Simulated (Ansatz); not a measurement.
Reactions of BCl₂GeH₅Si, SMILES `ClB(Cl)[SiH2][GeH3]`.

Computed with Ansatz on PBE0-D4/def2-TZVP structures; ΔE is electronic, products minus reactants. CCSD(T)/CBS adds triple-zeta CCSD(T) − MP2 to the extrapolated MP2 energy (def2 sets, frozen cores). This one scheme is used for every species, atoms too. DFT in def2-TZVPP. Open shells (•) are unrestricted, without spin–orbit coupling. Spin–orbit coupling would lower the free atoms: a little for B, Cl, Si; clearly for Ge. Bonds to Ge are less sure, by a few kJ/mol each and by 10 to 20 or more in all where they break to atoms, as the def2 sets lack core-valence functions. Scalar relativity is left out up to krypton. One conformer a species, not always the lowest.

```
                                                                 reaction  CCSD(T)/CBS(def2) (kJ/mol)
`ClB(Cl)[SiH2][GeH3]` + `N[SiH2]S` → `N[SiH2][S][GeH3]` + `[SiH3]B(Cl)Cl`                         -27
                     `ClB(Cl)[SiH2][GeH3]` → `Cl[B]Cl`• + `[SiH2][GeH3]`•                           ?
        `ClB(Cl)[SiH2][GeH3]` + `BSC` → `BS[CH2][GeH3]` + `[SiH3]B(Cl)Cl`                          39
                     `ClB(Cl)[SiH2][GeH3]` → `Cl[B](Cl)[GeH3]` + `[SiH2]`                         252
                  `ClB(Cl)[SiH2][GeH3]` + H₂S → `S[SiH2][GeH3]` + `ClBCl`                           ?
         `ClB(Cl)[SiH2][GeH3]` + HCl → boron trichloride + `[SiH3][GeH3]`                           ?
              `ClB(Cl)[SiH2][GeH3]` + `C=N` → `C=N[SiH2][GeH3]` + `ClBCl`                         -39
                    `ClB(Cl)[SiH2][GeH3]` → B• + 2 Cl• + Ge• + 5 H• + Si•                        2971
`ClB(Cl)[SiH2][GeH3]` + acetic acid → `CC(=O)[O][GeH3]` + `[SiH3]B(Cl)Cl`                          -7
   `ClB(Cl)[SiH2][GeH3]` + `NB(O)F` → `OB(F)[NH][GeH3]` + `[SiH3]B(Cl)Cl`                          12
```

(1) Fill in the missing values. (An estimate is asked.)

Largest T1 diagnostic: 0.015, for `Cl[B]Cl`•.

Results:

(1) Ansatz gave: `ClB(Cl)[SiH2][GeH3]` → `Cl[B]Cl`• + `[SiH2][GeH3]`•: +370.1 kJ/mol; `ClB(Cl)[SiH2][GeH3]` + H₂S → `S[SiH2][GeH3]` + `ClBCl`: -62.9 kJ/mol; `ClB(Cl)[SiH2][GeH3]` + HCl → boron trichloride + `[SiH3][GeH3]`: -79.4 kJ/mol.
